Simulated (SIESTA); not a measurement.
As:

```
As
1.0
     1.88080    1.08588    3.51406
    -1.88080    1.08588    3.51406
     0.00000   -2.17176    3.51406
As
2
Direct
  0.22600 0.22600 0.22600
  0.77400 0.77400 0.77400
```

Program: SIESTA 5.4.2. Alike in all runs: no spin polarisation; cell as given; smearing fermi-dirac 0.05 eV; grid cutoff 500 Ry; energy shift 0.003 Ry.

**Question.** Order these runs on this cell by their pressure, lowest first.
A. level WC; potentials or basis PseudoDojo 0.4 standard (PBEsol files), DZP (energy shift 0.003 Ry; two zetas on semicore shells); k mesh 9 × 9 × 9
B. level BLYP; potentials or basis PseudoDojo 0.4 standard (PBE files), SZP (energy shift 0.003 Ry); k mesh 7 × 7 × 7; wannier functions 15; bands left out below 0; projections ["random"]; wannier mesh 5 × 5 × 5
C. level LDA; potentials or basis PseudoDojo 0.4 standard (LDA files), DZP (energy shift 0.003 Ry; two zetas on semicore shells); k mesh 9 × 9 × 9
D. level RPBE; potentials or basis PseudoDojo 0.4 standard (PBE files), DZP (energy shift 0.003 Ry; two zetas on semicore shells); k mesh 9 × 9 × 9
E. level PW91; potentials or basis PseudoDojo 0.4 standard (PBE files), DZP (energy shift 0.003 Ry; two zetas on semicore shells); k mesh 9 × 9 × 9

**Answer.** C (0.7 GPa), A (2.6 GPa), E (5.9 GPa), D (8.2 GPa), B (14.4 GPa).

Caveats: the basis of atomic orbitals isn't converged, which shifts pressures, moduli and gaps; the potentials were made for another functional, which shifts forces and pressure (some runs); random starting centres can end in a local minimum of the spread (some runs).

Not every run made on this cell is shown here.
